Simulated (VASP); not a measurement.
# From VASP inputs to Ansatz: SnO (strained rocksalt)

INCAR

```
ENCUT = 520
NSW = 0
LWAVE = .FALSE.
GGA = PE
IBRION = -1
ISIF = 2
ISMEAR = -1
LCHARG = .TRUE.
NELM = 120
LREAL = .FALSE.
PREC = Accurate
EDIFF = 1E-7
LELF = .TRUE.
NBANDS = 17
LASPH = .TRUE.
SIGMA = 0.02
```

KPOINTS

```
KPOINTS created by Atomic Simulation Environment
0
Gamma
8 8 8
0 0 0
```

KPOINTS_OPT

```
special points
9
Reciprocal
0.0000000000 0.0000000000 0.0000000000 1
0.5000000000 0.0000000000 0.5000000000 1
0.6250000000 0.2500000000 0.6250000000 1
0.3750000000 0.3750000000 0.7500000000 1
0.5000000000 0.5000000000 0.5000000000 1
0.5000000000 0.2500000000 0.7500000000 1
0.5000000000 0.4250000000 0.5750000000 1
0.1263020000 0.1451010000 -0.4387210000 1
-0.1240230000 0.0021160000 0.4422200000 1
```

POSCAR

```
Sn O
 1.0000000000000000
     0.0000000000000000    2.5369732561000000    2.6869083754999998
     2.5369732561000000    0.0000000000000000    2.6869083754999998
     2.5369732561000000    2.5369732561000000    0.0000000000000000
 Sn  O
   1   1
Cartesian
  0.0000000000000000  0.0000000000000000  0.0000000000000000
  2.5369732561000000  2.5369732561000000  2.6869083754999998
```

VASP ran with the recommended PBE PAW datasets (20 valence electrons in the cell).

**Question.** Translate these files to an Ansatz input.

**Answer.** 

```yaml
crystal:
  lattice:
    - [0.0, 2.5369732561, 2.6869083755]
    - [2.5369732561, 0.0, 2.6869083755]
    - [2.5369732561, 2.5369732561, 0.0]
  atoms:
    - { symbol: Sn, position: [0.0, 0.0, 0.0] }
    - { symbol: O, position: [0.5, 0.5, 0.5] }
kpoints:
  mp_grid: { grid: [8, 8, 8] }
  band_path:
    path:
      - [0.0, 0.0, 0.0]
      - [0.5, 0.0, 0.5]
      - [0.625, 0.25, 0.625]
      - [0.375, 0.375, 0.75]
      - [0.5, 0.5, 0.5]
      - [0.5, 0.25, 0.75]
      - [0.5, 0.425, 0.575]
      - [0.126302, 0.145101, -0.438721]
      - [-0.124023, 0.002116, 0.44222]
    npoints: 1
hamiltonian:
  xc: pbe
scf:
  occupations: { method: fermi_dirac, width: 0.02 }
  n_extra_bands: 4
output:
  forces: true
  stress: true
  eigenvalues: true
```

Other inputs would serve too.

```csv
,VASP,Ansatz
gap between bands v and c,-0.08 eV (bands overlap: a metal),-0.08 eV (bands overlap: a metal)
least direct gap,0.00 eV,0.00 eV
pressure,-2.4 GPa,-2.4 GPa
```

The two codes use different PAW datasets and cutoffs. VASP's cell holds 20 valence electrons and Ansatz's 20. Ansatz's stress includes a Pulay correction; VASP's doesn't.
